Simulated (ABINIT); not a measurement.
Crystal: BAs.

```
As B
1.0
     0.00000    2.38850    2.38850
     2.38850    0.00000    2.38850
     2.38850    2.38850    0.00000
As B
1 1
Direct
  0.75000 0.75000 0.75000
  0.00000 0.00000 0.00000
```

Base run:

- Program: ABINIT 10.8.3 (patched build)
- Functional: SCAN
- Potentials or basis: JTH PAW PBE v2.0
- Cutoff: 490 eV
- k mesh: 10 × 10 × 10
- Occupations: fermi-dirac, width 0.05 eV
- Spin: no spin polarisation

Its results: band gap on the k mesh 1.41 eV, indirect (least direct gap 3.59 eV); pressure -0.7 GPa.

Q: The run is repeated on the same cell with these changes: functional from SCAN to WC. What comes out?

A: Band gap on the k mesh 1.09 eV, indirect (least direct gap 3.25 eV); pressure -0.6 GPa.

SCAN gives the wider gap, since meta-GGAs in the generalised Kohn-Sham scheme recover part of the derivative discontinuity.

Caveats: the PAW data sets were made with another functional, which shifts forces and pressure a little.

A k mesh can miss the band edges.
